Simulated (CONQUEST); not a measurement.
Crystal: TiO2 (Anatase).

```
CELL_PARAMETERS angstrom
3.78420 0.00000 0.00000
0.00000 3.78420 0.00000
0.00000 0.00000 9.51460
ATOMIC_POSITIONS crystal
Ti 0.00000 0.50000 0.25000
Ti 0.50000 0.00000 0.75000
Ti 0.00000 0.00000 0.00000
Ti 0.50000 0.50000 0.50000
O 0.00000 0.00000 0.79190
O 0.50000 0.50000 0.29190
O 0.00000 0.50000 0.04190
O 0.50000 0.00000 0.54190
O 0.00000 0.50000 0.45810
O 0.50000 0.00000 0.95810
O 0.00000 0.00000 0.20810
O 0.50000 0.50000 0.70810
```

Base run:

| Property | Result |
| --- | --- |
| Program | CONQUEST 1.3 |
| Functional | PBE |
| Potentials or basis | PseudoDojo NC PBE, DZ, grid cutoff 150 Ha |
| k mesh | 5 × 5 × 2 |
| Occupations | fermi-dirac, width 0.05 eV |
| Spin | no spin polarisation |

Its results: band gap on the k mesh 1.95 eV; pressure 6.3 GPa; largest force 0.049 eV/Å.

Question: After a change of settings the same cell gave: band gap on the k mesh 1.51 eV; pressure 3.4 GPa; largest force 0.173 eV/Å. Which change was it?
A. potentials or basis from PseudoDojo NC PBE, DZ, grid cutoff 150 Ha to PseudoDojo NC PBE, SZ, grid cutoff 150 Ha
B. potentials or basis from PseudoDojo NC PBE, DZ, grid cutoff 150 Ha to PseudoDojo NC PBE, DZP, grid cutoff 150 Ha
C. potentials or basis from PseudoDojo NC PBE, DZ, grid cutoff 150 Ha to PseudoDojo NC PBE, SZP, grid cutoff 150 Ha

Answer: A.

Caveats: the atomic basis is small; an odd mesh through Γ misses points on the zone boundary, where band edges often lie; the basis of atomic orbitals isn't converged, which shifts pressures, moduli and gaps; the box holds several primitive cells, so bands are folded and the points are those of the box's own zone (some runs).
